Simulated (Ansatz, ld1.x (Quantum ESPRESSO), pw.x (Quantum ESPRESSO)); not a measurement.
technetium (Tc): one change to the TM potential, in the atom and in the fcc crystal

ld1.x (Quantum ESPRESSO) 7.5 input, shortened:

```
&input
   title='Tc', zed=43., rel=1, dft='PBE', iswitch=3,
   config='[Kr] 4d5 5s2 5p0'
 /
 &inputp
   pseudotype=2, tm=.true., lloc=0,
   nlcc=.true., new_core_ps=.true.
 /
3
5P  2  1   0.00   0.00  4.05  4.05  0.0
4D  3  2   5.00   0.00  1.70  1.70  0.0
5S  1  0   2.00   0.00  2.70  2.70  0.0
 &test
   configts(1)='4d5 5s2 5p0'
 /
```

Change: wave 5s (bound): rc 2.70 bohr becomes 5s (bound): rc 1.90 bohr.

Cutoffs, loose and tight: the cutoffs (Ry, on a coarse ladder) from which the occupation-weighted sum of valence levels, in a spherical-Bessel basis at the reference potential, stays within 10 and 1 mRy of its value at 400 Ry. They do not see the model core or the augmentation charge, which bear on the density cutoff. Test errors are all-electron minus pseudo excitation energies from the reference, over the configurations 4d5 5s1 5p0; 4d5 5s0 5p0; 4d4 5s0 5p0; 4d3 5s0 5p0; 4d4 5s2 5p1; 4d5 5s0 5p2; 4d5 5s1 5p1; variants that change the core or the reference have their own tests.

Crystal test: fcc Tc in pw.x 7.5, no spin, 15³ k-points, Fermi–Dirac smearing 0.01 Ry, cutoffs set for each file from its atomic test. The reference is all-electron LAPW (Ansatz 0.2.0) with the same functional, mesh and smearing; V0 and B0 come from Birch–Murnaghan fits to the pressures at five volumes. Errors are pseudo minus all-electron; Δ is the rms difference of the E(V) curves that follow from these fits, minima aligned, over ±6 % about the mean V0. Mesh and smearing are coarse, so the numbers serve the comparison and aren't converged zero-temperature values; the lattice is a test structure that the element need not adopt.

All-electron: a0 = 3.873 Å (V0 = 14.52 Å³/atom), B0 = 295.3 GPa.

Question: Does the change bring the crystal closer to the all-electron result?

Answer: The mean pressure error goes from +22.96 to +13.52 GPa, so the change moves the solid closer to the all-electron pressures.

| quantity | base | changed |
| --- | --- | --- |
| outcome (atom) | generated | generated |
| cutoff, loose (atom) | 45 Ry | 50 Ry |
| cutoff, tight (atom) | 55 Ry | 90 Ry |
| bound ghosts (atom) | none | none |
| largest test error (meV) (atom) | -996 | -286 over the solved tests; 1 of 7 tests not solved or not reliable |
| cutoffs in pw.x (Ry) | 70/280 | 110/440 |
| a0 (Å) | – | 3.928 |
| a0 error (%) | – | +1.42 |
| B0 error (%) | – | -2.6 |
| Δ (meV/atom) | – | 40.3 |
| mean pressure error (GPa) | +22.96 | +13.52 |

A dash: not determined, or the minimum lies outside the volumes sampled.

Base: The largest radius (4.05 bohr) exceeds half the bond length (2.59 bohr), so the spheres overlap, which is one possible source of error among others. This is a poor potential for the solid. Changed file: The largest radius (4.05 bohr) exceeds half the bond length (2.59 bohr), so the spheres overlap, which is one possible source of error among others. This is a poor potential for the solid. Atomic configuration tests: 1 of 7 tests not solved or not reliable. The logarithmic derivative shows an extra or strongly shifted pseudo pole above the reference energy (s near 0.73 Ry). The atomic cutoffs weigh occupied waves only.
